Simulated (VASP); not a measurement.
# SiO2 (P4_12_12) in VASP: settings compared, part 2 of 2

VASP 6.6.1. The steps go on from the part before.

### 3 Band structure, r2SCAN

INCAR reads:

```
SYSTEM = SiO2
  PREC = Accurate
  ENCUT = 520
  EDIFF = 1E-7
  ISMEAR = 0
  SIGMA = 0.02
  LREAL = .FALSE.
  LASPH = .TRUE.
  NELM = 80
  ALGO = Normal
  ISIF = 2
  LWAVE = .FALSE.
  LCHARG = .FALSE.
  METAGGA = R2SCAN
  LMIXTAU = .TRUE.
```

KPOINTS reads:

```
Automatic mesh
0
G
  4 4 4
  0 0 0
```

POSCAR reads:

```
SiO2
1.0
    5.0303800000      0.0000000000      0.0000000000
    0.0000000000      5.0303800000      0.0000000000
    0.0000000000      0.0000000000      7.0077700000
Si O
4 8
Direct
    0.2984800000      0.2984800000      0.0000000000
    0.2015200000      0.7984800000      0.2500000000
    0.7015200000      0.7015200000      0.5000000000
    0.7984800000      0.2015200000      0.7500000000
    0.2396000000      0.1022500000      0.1783800000
    0.3977500000      0.7396000000      0.4283800000
    0.7604000000      0.8977500000      0.6783800000
    0.6022500000      0.2604000000      0.9283800000
    0.7396000000      0.3977500000      0.5716200000
    0.8977500000      0.7604000000      0.3216200000
    0.2604000000      0.6022500000      0.0716200000
    0.1022500000      0.2396000000      0.8216200000
```

KPOINTS_OPT reads:

```
path GXMGZRAZ,XR,MA
20
line-mode
reciprocal
 0.0000000000  0.0000000000  0.0000000000  G
 0.0000000000  0.5000000000  0.0000000000  X

 0.0000000000  0.5000000000  0.0000000000  X
 0.5000000000  0.5000000000  0.0000000000  M

 0.5000000000  0.5000000000  0.0000000000  M
 0.0000000000  0.0000000000  0.0000000000  G

 0.0000000000  0.0000000000  0.0000000000  G
 0.0000000000  0.0000000000  0.5000000000  Z

 0.0000000000  0.0000000000  0.5000000000  Z
 0.0000000000  0.5000000000  0.5000000000  R

 0.0000000000  0.5000000000  0.5000000000  R
 0.5000000000  0.5000000000  0.5000000000  A

 0.5000000000  0.5000000000  0.5000000000  A
 0.0000000000  0.0000000000  0.5000000000  Z

 0.0000000000  0.5000000000  0.0000000000  X
 0.0000000000  0.5000000000  0.5000000000  R

 0.5000000000  0.5000000000  0.0000000000  M
 0.5000000000  0.5000000000  0.5000000000  A
```

Potentials or basis: VASP PAW PBE potentials, release 64 (Si, O).

The run is started by

```
$ cat potpaw_PBE.64/Si/POTCAR potpaw_PBE.64/O/POTCAR > POTCAR
$ mpirun -np 1 vasp_std > vasp.out
```

OUTCAR:

```text
SYSTEM = SiO2
   PREC = Accurate
   ENCUT = 520
   EDIFF = 1E-7
   ISMEAR = 0
   LREAL = .FALSE.
   LASPH = .TRUE.
   NELM = 80
   ISIF = 2
   METAGGA = R2SCAN

 ion  position               nearest neighbor table
   1  0.298  0.298  0.000-   8 1.62  11 1.62   5 1.62  12 1.62   2 3.10   4 3.10   2 3.10   4 3.10

   2  0.202  0.798  0.250-   5 1.62  10 1.62   6 1.62  11 1.62   1 3.10   3 3.10   1 3.10   3 3.10

   3  0.702  0.702  0.500-   6 1.62   9 1.62   7 1.62  10 1.62   2 3.10   4 3.10   4 3.10   2 3.10
[... 984 lines left out ...]
  external PRESSURE =     -23.7632657 kB  Pullay stress =       0.0000000 kB

 VOLUME and BASIS-vectors are now :
 -----------------------------------------------------------------------------
  energy-cutoff  :      520.00
  volume of cell :      177.33
      direct lattice vectors                 reciprocal lattice vectors
     5.030380000  0.000000000  0.000000000     0.198792139  0.000000000  0.000000000
     0.000000000  5.030380000  0.000000000     0.000000000  0.198792139  0.000000000
     0.000000000  0.000000000  7.007770000     0.000000000  0.000000000  0.142698747

 POSITION                                       TOTAL-FORCE (eV/Angst)
 -----------------------------------------------------------------------------------
      1.50147      1.50147      0.00000         0.030049      0.030049      0.000000
      1.01372      4.01666      1.75194        -0.030049      0.030049      0.000000
      3.52891      3.52891      3.50388        -0.030049     -0.030049      0.000000
      4.01666      1.01372      5.25583         0.030049     -0.030049     -0.000000
      1.20528      0.51436      1.25005         0.016719     -0.077581     -0.142989
      2.00083      3.72047      3.00199         0.077581      0.016719     -0.142989
      3.82510      4.51602      4.75393        -0.016719      0.077581     -0.142989
      3.02955      1.30991      6.50587        -0.077581     -0.016719     -0.142989
      3.72047      2.00083      4.00578         0.016719      0.077581      0.142989
      4.51602      3.82510      2.25384         0.077581     -0.016719      0.142989
      1.30991      3.02955      0.50190        -0.016719     -0.077581      0.142989
      0.51436      1.20528      5.75772        -0.077581      0.016719      0.142989
 -----------------------------------------------------------------------------------
    total drift:                                0.000000     -0.000000      0.000000

  FREE ENERGIE OF THE ION-ELECTRON SYSTEM (eV)
  ---------------------------------------------------
  free  energy   TOTEN  =      -119.1520134745 eV

  energy  without entropy=     -119.1520134745  energy(sigma->0) =     -119.15201347
```

OSZICAR:

```text
N       E                     dE             d eps       ncg     rms          rms(c)
DAV:   1     0.408567103052E+03    0.40857E+03   -0.33647E+04  1404   0.152E+03
DAV:   2    -0.115380019984E+03   -0.52395E+03   -0.50980E+03  1821   0.347E+02
DAV:   3    -0.150662844550E+03   -0.35283E+02   -0.35157E+02  1642   0.100E+02
DAV:   4    -0.151180069055E+03   -0.51722E+00   -0.51628E+00  1672   0.130E+01
DAV:   5    -0.151191115153E+03   -0.11046E-01   -0.11043E-01  1614   0.183E+00    0.296E+01
DAV:   6    -0.127254569166E+03    0.23937E+02   -0.37513E+01  1621   0.272E+01    0.165E+01
DAV:   7    -0.116455901611E+03    0.10799E+02   -0.20483E+00  1657   0.102E+01    0.573E+00
DAV:   8    -0.126518863182E+03   -0.10063E+02   -0.47801E+00  1565   0.105E+01    0.364E+00
DAV:   9    -0.118931125283E+03    0.75877E+01   -0.22113E+00  1467   0.782E+00    0.825E-01
DAV:  10    -0.118899472938E+03    0.31652E-01   -0.59971E-01  1425   0.523E+00    0.964E-01
[... 104 further cycles ...]
DAV:   1     0.667294534999E+03   -0.31918E+05     1404
DAV:   2    -0.833326949590E+04   -0.90006E+04     1809
DAV:   3    -0.890742282203E+04   -0.57415E+03     1656
DAV:   4    -0.891590006881E+04   -0.84772E+01     1688
DAV:   5    -0.891607827402E+04   -0.17821E+00     1607
DAV:   6    -0.891608478270E+04   -0.65087E-02     1784
DAV:   7    -0.891608489358E+04   -0.11088E-03     1586
DAV:   8    -0.891608489794E+04   -0.43619E-05     1592
DAV:   9    -0.891608489807E+04   -0.12868E-06     1119
DAV:  10    -0.891608489808E+04   -0.13044E-07     1080
```

stdout:

```text
POSCAR found type information on POSCAR SiO
 POSCAR found :  2 types and      12 ions
 scaLAPACK will be used
 -----------------------------------------------------------------------------
|                                                                             |
|                                                                             |
|     You enforced a specific xc type in the INCAR file but a different       |
|     I HOPE YOU KNOW WHAT YOU ARE DOING!                                     |
|                                                                             |
 -----------------------------------------------------------------------------

 LDA part: xc-table for (None), standard interpolation
 POSCAR, INCAR and KPOINTS ok, starting setup
 FFT: planning ... GRIDC
 FFT: planning ... GRID_SOFT
 FFT: planning ... GRID
 WAVECAR not read
 entering main loop
 Start KPOINTS_OPT (optional k-point list driver)
k-point batch [1-18\180]
k-point batch [19-36\180]
k-point batch [37-54\180]
k-point batch [55-72\180]
k-point batch [73-90\180]
k-point batch [91-108\180]
k-point batch [109-126\180]
k-point batch [127-144\180]
k-point batch [145-162\180]
k-point batch [163-180\180]
```

Run time: 20 min. Hardware: 1 thread of Intel Xeon 6975P-C (Granite Rapids), shared host; peak memory 0.41 GiB.

Results:

| Property | Result |
| --- | --- |
| Free energy | -119.1520 eV |
| Pressure | -2.4 GPa |
| Largest force | 0.164 eV/Å |
| Band gap on the k mesh | 6.23 eV, direct |
| Band gap along the path | 6.23 eV, direct |

Forces in eV/Å, atoms in the order of the input:
```
Si   0.030  0.030  0.000
Si  -0.030  0.030  0.000
Si  -0.030 -0.030  0.000
Si   0.030 -0.030  0.000
O    0.017 -0.078 -0.143
O    0.078  0.017 -0.143
O   -0.017  0.078 -0.143
O   -0.078 -0.017 -0.143
O    0.017  0.078  0.143
O    0.078 -0.017  0.143
O   -0.017 -0.078  0.143
O   -0.078  0.017  0.143
```

Levels at the corners of the path, in eV from the valence-band top:
| point | band 28 | band 29 | band 30 | band 31 | band 32 | band 33 | band 34 | band 35 | band 36 | band 37 |
| --- | --- | --- | --- | --- | --- | --- | --- | --- | --- | --- |
| Γ | -1.22 | -0.68 | -0.29 | -0.29 | 0.00 | 6.23 | 9.54 | 9.54 | 9.91 | 9.91 |
| X | -1.02 | -0.64 | -0.64 | -0.48 | -0.48 | 8.31 | 8.31 | 9.97 | 9.97 | 10.41 |
| X | -1.02 | -0.64 | -0.64 | -0.48 | -0.48 | 8.31 | 8.31 | 9.97 | 9.97 | 10.41 |
| M | -1.34 | -0.59 | -0.59 | -0.55 | -0.55 | 9.33 | 9.33 | 9.49 | 9.49 | 10.55 |
| M | -1.34 | -0.59 | -0.59 | -0.55 | -0.55 | 9.33 | 9.33 | 9.49 | 9.49 | 10.55 |
| Γ | -1.22 | -0.68 | -0.29 | -0.29 | 0.00 | 6.23 | 9.54 | 9.54 | 9.91 | 9.91 |
| Γ | -1.22 | -0.68 | -0.29 | -0.29 | 0.00 | 6.23 | 9.54 | 9.54 | 9.91 | 9.91 |
| Z | -0.80 | -0.52 | -0.52 | -0.40 | -0.40 | 7.48 | 7.48 | 10.27 | 10.27 | 10.37 |
| Z | -0.80 | -0.52 | -0.52 | -0.40 | -0.40 | 7.48 | 7.48 | 10.27 | 10.27 | 10.37 |
| R | -1.00 | -0.94 | -0.94 | -0.17 | -0.17 | 8.71 | 8.71 | 9.45 | 9.45 | 9.96 |
| R | -1.00 | -0.94 | -0.94 | -0.17 | -0.17 | 8.71 | 8.71 | 9.45 | 9.45 | 9.96 |
| A | -1.35 | -0.63 | -0.63 | -0.63 | -0.63 | 9.86 | 9.86 | 9.86 | 9.86 | 10.46 |
| A | -1.35 | -0.63 | -0.63 | -0.63 | -0.63 | 9.86 | 9.86 | 9.86 | 9.86 | 10.46 |
| Z | -0.80 | -0.52 | -0.52 | -0.40 | -0.40 | 7.48 | 7.48 | 10.27 | 10.27 | 10.37 |
| X | -1.02 | -0.64 | -0.64 | -0.48 | -0.48 | 8.31 | 8.31 | 9.97 | 9.97 | 10.41 |
| R | -1.00 | -0.94 | -0.94 | -0.17 | -0.17 | 8.71 | 8.71 | 9.45 | 9.45 | 9.96 |
| M | -1.34 | -0.59 | -0.59 | -0.55 | -0.55 | 9.33 | 9.33 | 9.49 | 9.49 | 10.55 |
| A | -1.35 | -0.63 | -0.63 | -0.63 | -0.63 | 9.86 | 9.86 | 9.86 | 9.86 | 10.46 |

Caveat: the PAW data sets were made with another functional, which shifts forces and pressure a little.

### 4 Band structure, TB-mBJ

POSCAR is that of step 3.

INCAR.step1 reads:

```
SYSTEM = SiO2
  PREC = Accurate
  ENCUT = 520
  EDIFF = 1E-5
  ISMEAR = 0
  SIGMA = 0.02
  LREAL = .FALSE.
  LASPH = .TRUE.
  NELM = 80
  ALGO = Normal
  ISIF = 2
  LWAVE = .TRUE.
  LCHARG = .FALSE.
  GGA = PE
```

INCAR.step2 reads:

```
SYSTEM = SiO2
  PREC = Accurate
  ENCUT = 520
  EDIFF = 1E-7
  ISMEAR = 0
  SIGMA = 0.02
  LREAL = .FALSE.
  LASPH = .TRUE.
  NELM = 80
  ALGO = Normal
  ISIF = 2
  LWAVE = .FALSE.
  LCHARG = .FALSE.
  METAGGA = MBJ
  ISTART = 1
```

KPOINTS is that of step 3.

KPOINTS_OPT is that of step 3.

The run is started by

```
$ cat potpaw_PBE.64/Si/POTCAR potpaw_PBE.64/O/POTCAR > POTCAR
$ cp INCAR.step1 INCAR
$ mpirun -np 1 vasp_std > vasp.out
$ cp INCAR.step2 INCAR
$ mpirun -np 1 vasp_std > vasp.out
```

Run time: 11 min. Hardware: 1 thread of Intel Xeon 6975P-C (Granite Rapids), shared host; peak memory 0.4 GiB.

Results (log left out):

| Quantity | Value |
| --- | --- |
| Band gap on the k mesh | 8.68 eV, direct |
| Band gap along the path | 8.68 eV, direct |

Levels at the corners of the path, in eV from the valence-band top:
| point | band 28 | band 29 | band 30 | band 31 | band 32 | band 33 | band 34 | band 35 | band 36 | band 37 |
| --- | --- | --- | --- | --- | --- | --- | --- | --- | --- | --- |
| Γ | -1.08 | -0.59 | -0.29 | -0.29 | 0.00 | 8.68 | 11.64 | 11.64 | 11.88 | 11.88 |
| X | -0.86 | -0.53 | -0.53 | -0.42 | -0.42 | 10.42 | 10.42 | 12.17 | 12.17 | 12.79 |
| X | -0.86 | -0.53 | -0.53 | -0.42 | -0.42 | 10.42 | 10.42 | 12.17 | 12.17 | 12.79 |
| M | -1.14 | -0.49 | -0.49 | -0.46 | -0.46 | 11.38 | 11.38 | 11.56 | 11.56 | 12.86 |
| M | -1.14 | -0.49 | -0.49 | -0.46 | -0.46 | 11.38 | 11.38 | 11.56 | 11.56 | 12.86 |
| Γ | -1.08 | -0.59 | -0.29 | -0.29 | 0.00 | 8.68 | 11.64 | 11.64 | 11.88 | 11.88 |
| Γ | -1.08 | -0.59 | -0.29 | -0.29 | 0.00 | 8.68 | 11.64 | 11.64 | 11.88 | 11.88 |
| Z | -0.68 | -0.46 | -0.46 | -0.32 | -0.32 | 9.76 | 9.76 | 12.29 | 12.29 | 12.33 |
| Z | -0.68 | -0.46 | -0.46 | -0.32 | -0.32 | 9.76 | 9.76 | 12.29 | 12.29 | 12.33 |
| R | -0.84 | -0.78 | -0.78 | -0.17 | -0.17 | 10.36 | 10.36 | 12.52 | 12.52 | 12.84 |
| R | -0.84 | -0.78 | -0.78 | -0.17 | -0.17 | 10.36 | 10.36 | 12.52 | 12.52 | 12.84 |
| A | -1.15 | -0.53 | -0.53 | -0.53 | -0.53 | 11.77 | 11.77 | 11.77 | 11.77 | 13.00 |
| A | -1.15 | -0.53 | -0.53 | -0.53 | -0.53 | 11.77 | 11.77 | 11.77 | 11.77 | 13.00 |
| Z | -0.68 | -0.46 | -0.46 | -0.32 | -0.32 | 9.76 | 9.76 | 12.29 | 12.29 | 12.33 |
| X | -0.86 | -0.53 | -0.53 | -0.42 | -0.42 | 10.42 | 10.42 | 12.17 | 12.17 | 12.79 |
| R | -0.84 | -0.78 | -0.78 | -0.17 | -0.17 | 10.36 | 10.36 | 12.52 | 12.53 | 12.84 |
| M | -1.14 | -0.49 | -0.49 | -0.46 | -0.46 | 11.38 | 11.38 | 11.56 | 11.56 | 12.86 |
| A | -1.15 | -0.53 | -0.53 | -0.53 | -0.53 | 11.77 | 11.77 | 11.77 | 11.77 | 13.00 |

Caveat: the PAW data sets were made with another functional, which shifts forces and pressure a little.

### 5 Summary

```tsv
level	gap on the mesh (eV)	pressure (GPa)	largest force (eV/Å)
PBEsol	5.56	0.2	0.01
r2SCAN	6.23	-2.4	0.16
TB-mBJ	8.68	-	-
```

Alike in all rows: task band structure; potentials or basis VASP PAW PBE potentials, release 64 (Si, O); no spin polarisation; cell as given; k mesh 4 × 4 × 4; cutoff (eV) 520; smearing gaussian 0.02 eV.

On the cell as given the gap runs from 5.56 eV (PBEsol) to 8.68 eV (TB-mBJ).

Caveats: the PAW data sets were made with another functional, which shifts forces and pressure a little.

Total energies depend on the potentials used, so only differences within one code and one set of settings carry meaning.
